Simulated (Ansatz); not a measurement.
## Calculated ⁶³Cu NMR of the central transition for Cu₂O

Cell: an entry of the Crystallography Open Database (COD), whose atoms a relaxation with PBE at fixed cell left in place.

Space group Pn-3m:1 (No. 224); a = 4.2600 Å.

```
site  Wyckoff  site symmetry       x       y       z
  Cu       4b           .-3m  0.2500  0.2500  0.2500
   O       2a           -43m  0.0000  0.0000  0.0000
```

One atom of each set is listed.

Method: Kohn–Sham DFT in Ansatz, PBE, plane waves and PAW, scalar-relativistic, 420 eV cutoff, Γ-centred 7×7×7 k-points, Fermi–Dirac smearing 0.02 eV.

⁶³Cu has I = 3/2 and Q = -220.0 mb (Pyykkö 2018); at 35.2 T its Larmor frequency is ν₀ = 397.8 MHz. Only the quadrupole interaction is simulated: positions count from each site's isotropic chemical shift, and shift anisotropy, dipolar and J coupling are left out.

(1) Simulate the second-order pattern (static powder, Gaussian broadening 7 kHz) of site Cu (2 O at 1.84 Å, angle 180°).

Results:

(1) The calculation gives C_Q = 28.2 MHz and η = 0.00, so ν_Q = 14.1 MHz and the centre of gravity lies at -126 ppm (-50.0 kHz).

(offset (kHz), height): (-183.9, 0), (-176.3, 1), (-168.8, 66), (-161.2, 100), (-153.7, 61), (-146.1, 48), (-138.5, 41), (-131.0, 37), (-123.4, 34), (-115.9, 32), (-108.3, 30), (-100.7, 29), (-93.2, 28), (-85.6, 27), (-78.1, 26), (-70.5, 26), (-63.0, 25), (-55.4, 24), (-47.8, 24), (-40.3, 24), (-32.7, 24), (-25.2, 24), (-17.6, 23), (-10.0, 24), (-2.5, 23), (5.1, 19), (12.6, 19), (20.2, 20), (27.8, 21), (35.3, 21), (42.9, 23), (50.4, 24), (58.0, 26), (65.6, 29), (73.1, 34), (80.7, 43), (88.2, 71), (95.8, 47), (103.4, 1), (110.9, 0)

An axis of threefold or higher order runs through Cu, so V_zz lies along it and η is zero.

Semilocal functionals underestimate gradients at Cu(I) with two or three neighbours, in Cu₂O by a fifth to nearly a half.
